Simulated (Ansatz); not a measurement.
FeHg$_{2}$Pd, a known structure type with other elements, at an estimated volume

```
Pd Hg Fe
1.0
     4.02573    0.00000    0.00000
     0.00000    4.02573    0.00000
     0.00000    0.00000    3.93843
Pd Hg Fe
1 2 1
Direct
  0.00000 0.00000 0.00000
  0.00000 0.50000 0.50000
  0.50000 0.00000 0.50000
  0.50000 0.50000 0.00000
```

Level: PBE, spin-orbit coupling; 420 eV; 5×5×5 Γ-centred mesh; fermi-dirac occupations (width 0.1 eV); Ansatz 0.2.0, fixed geometry.

Magnetic state (reached from a saved solution, and it need not be the lowest): Fe4 along (0.00, 0.00, -1.00).

**Charges.** Bader charges in e: Fe +0.56, Hg -0.16, Pd -0.24. In the mean Fe gives up most and Pd takes most.
**Electronic structure.** It is a metal, with about 4.3 states/eV a cell as the mean within 0.25 eV of the Fermi level, mostly Fe d (66 %).
**Stress.** The pressure is 13.2 GPa (compression positive), so with the atoms held at these fractions the cell would first expand. The principal stresses 11.4, 14.1, 14.1 GPa differ, so its shape would change too.
**Formation energy.** 0.24 eV an atom against the elements' usual phases (free molecules for gases, crystals otherwise, with no correction for O₂ or N₂), so at this geometry it isn't bound against them. Relaxing would lower it.
**Moments.** Fe4 2.84 μB of spin moment in Bader basins; net size 2.73 μB a cell.

Origin: a known structure type with other elements, at an estimated volume, so it need not be a known compound. Caveats: the k mesh is coarse if the cell is a metal; atoms or cell far from equilibrium; the SCF threshold is loose for a stress.

Run time, from a saved density: 42 s on 2 threads of Intel(R) Xeon(R) 6975P-C (Granite Rapids), on a shared host, peak memory 0.9 GiB. The time holds forces, stress, Bader, DOS, bands, ELF.
